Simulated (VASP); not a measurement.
Here is a VASP 6.6.1 calculation.

Contents of INCAR:

```
PREC = Accurate
ENCUT = 520
EDIFF = 1E-7
ISMEAR = -1
SIGMA = 0.05
LREAL = Auto
LASPH = True
NELM = 100
ALGO = Normal
ISIF = 2
LWAVE = False
LCHARG = False
GGA = PE
IVDW = 12
NBANDS = 46
```

Contents of KPOINTS:

```
regular mesh
0
Gamma
  1 1 1
```

The input POSCAR:

```
HCl
1.0
    7.4168600000      0.0000000000      0.0000000000
    0.0000000000      7.4168600000      0.0000000000
    0.0000000000      0.0000000000      7.4168600000
Cl H
8 8
Direct
    0.1896355061      0.2481643175      0.5059418676
    0.6343654862     -0.0376169970      0.8854555701
    1.1069778855      0.8469487088      0.6676814717
    0.8134978953      0.4125869977      0.9082280102
    0.6300105435      0.1743729826      0.3413978422
    0.3429618464      0.5403095110      0.1046264861
    0.1906736813      1.0359909719      0.1081859439
    0.5866229105      0.7179857783      0.5096361533
    0.1538656520      0.3444719194      0.6456910337
    0.4735696777     -0.0930312828      0.9303532762
    1.0849065508      1.0041985422      0.6006180513
    0.8088058828      0.3591681655      1.0676081253
    0.6868000744      0.1192013871      0.1863322215
    0.1849569764      0.5761198135      0.0554142858
    0.1716224925      0.9519796787     -0.0391944839
    0.5562461743      0.8792400018      0.5767939532
```

Potentials or basis: VASP PAW PBE potentials, release 64 (Cl, H).

The run is started by

```bash
$ cat potpaw_PBE.64/Cl/POTCAR potpaw_PBE.64/H/POTCAR > POTCAR
$ mpirun -np 1 vasp_gam > vasp.out
```

Q: What does it give for the largest force?

A: 1.443 eV/Å.

Q: What does it give for the pressure?

A: 0.9 GPa.

Q: What does it give for the band gap on the k mesh?

A: 5.00 eV, direct.

Stress tensor (GPa, compression positive):
```
 0.30  0.08  0.14
 0.08  1.18 -0.19
 0.14 -0.19  1.30
```

A hybrid or GW would open this gap; PBE tends to underestimate it.
